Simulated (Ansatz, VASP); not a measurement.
# In: VASP beside Ansatz

```
CELL_PARAMETERS angstrom
0.00000 3.36654 3.36654
3.36654 0.00000 3.36654
3.36654 3.36654 0.00000
ATOMIC_POSITIONS crystal
In 0.87500 0.87500 0.87500
In 0.12500 0.12500 0.12500
```

Alike in both runs: functional PBE; k mesh 11 × 11 × 11; occupations fermi-dirac, width 0.05 eV; no spin polarisation.

Ansatz relaxed the structure, and its values are those at the end. VASP's run is a single point on that final structure, the one shown.

```csv
,VASP,Ansatz
version,VASP 6.6.1,Ansatz 0.2.0
potentials or method,"VASP PAW PBE potentials, release 64 (In_d)","PAW with Ansatz's default frozen-core files, scalar-relativistic"
plane-wave cutoff (eV),520,420
valence electrons in the cell,26,26
```

```tsv
	VASP	Ansatz	Ansatz less VASP
pressure (GPa)	0.0	0.0	+0.03
```
